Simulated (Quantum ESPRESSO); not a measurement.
Runs of Quantum ESPRESSO 7.5 on BaF2 (Frankdicksonite). Symmetry: Fm-3m, No. 225, cubic system. The conventional cell has a = 6.200 Å, b = 6.200 Å, c = 6.200 Å, α = 90.00°, β = 90.00°, γ = 90.00°. Around Ba (site symmetry m-3m) lie 8 F at 2.68 Å. F (site symmetry -43m) has 4 Ba at 2.68 Å as nearest neighbours. 

```csv
task,level,potentials or basis,spin,cell,cutoff (eV),smearing,mixing beta,SCF threshold,diago david ndim,other keys,gap on the mesh (eV),pressure (GPa)
real-space fields,rev-vdW-DF2,Ansatz NC SR PBE,off,as given,1320,cold 0.2 eV,0.5,6e-10 Ry,3,diago_david_ndim = 3,6.53,-0.1
single point,vdW-DF-cx,GBRV 1.5 PBE,off,as given,612,fixed,0.5,1e-07 Ry,-,conv_thr = 1e-07; verbose = yes,6.86,(a)
single point,HLE16+D2,JTH 2.0 PBE,"collinear, ferromagnetic start",as given,490,fermi-dirac 0.05 eV,0.3,6e-10 Ry,3,diago_david_ndim = 3; verbose = yes,9.02,-
real-space fields,PBEsol+D3(BJ),JTH 2.0 LDA,off,as given,490,tetrahedra,0.5,6e-10 Ry,4,verbose = yes; smearing = tetrahedra; width = left out; …,(b),-
single point,PBEsol+D2,PseudoDojo 0.4 FR PBEsol stringent,"SOC, no magnetisation",volume scaled by 0.88,1225,cold 0.136 eV,0.5,6e-10 Ry,-,-,7.17,-5.4
```

Alike in all rows: k mesh 8 × 8 × 8.

Question: Fill in the values left out.

Answer: (a) 0.0; (b) 6.64.

Caveats: the potentials were made for another functional, which shifts forces and pressure (some runs); spin-orbit coupling is left out, which moves the levels of the heavy elements (some runs); this smearing can shift energies of a crystal with a gap (some runs); D2 keeps the scale fitted for PBE (some runs); this set's barium file shifts pressures by 1.5 GPa and gaps by 0.1 eV against other sets (some runs); the cutoff is low for these files, which shifts pressure and relaxed volume (some runs); the potentials were made for a functional far from this one (some runs).

A k mesh can miss the band edges, and rows without SOC leave out spin-orbit coupling on Ba.
